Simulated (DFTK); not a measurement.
The system is Sr.

```xyz
1
Lattice="0.0661 3.0196 2.9653 3.1346 0.0075 3.0238 3.1290 3.0725 0.0132" Properties=species:S:1:pos:R:3 pbc="T T T"
Sr    0.0326    0.0158   -0.0426
```

The cell isn't the ideal one: cell strained at random at fixed volume.

Base run:

- Program: DFTK 0.8.2
- Functional: PBE
- Potentials or basis: dojo.nc.sr.pbe.v0_4_1.standard.upf (PBE)
- Cutoff: 1088 eV
- k mesh: 8 × 8 × 8
- Occupations: fermi-dirac, width 0.05 eV
- Spin: no spin polarisation

Its results: band gap on the k mesh none (metal or under the smearing width); pressure -0.3 GPa.

The run is repeated on the same cell with these changes: functional from PBE to PBEsol; potentials or basis from dojo.nc.sr.pbe.v0_4_1.standard.upf (PBE) to dojo.nc.sr.pbesol.v0_4_1.standard.upf (PBEsol). What comes out?

Band gap on the k mesh none (metal or under the smearing width); pressure -0.9 GPa.
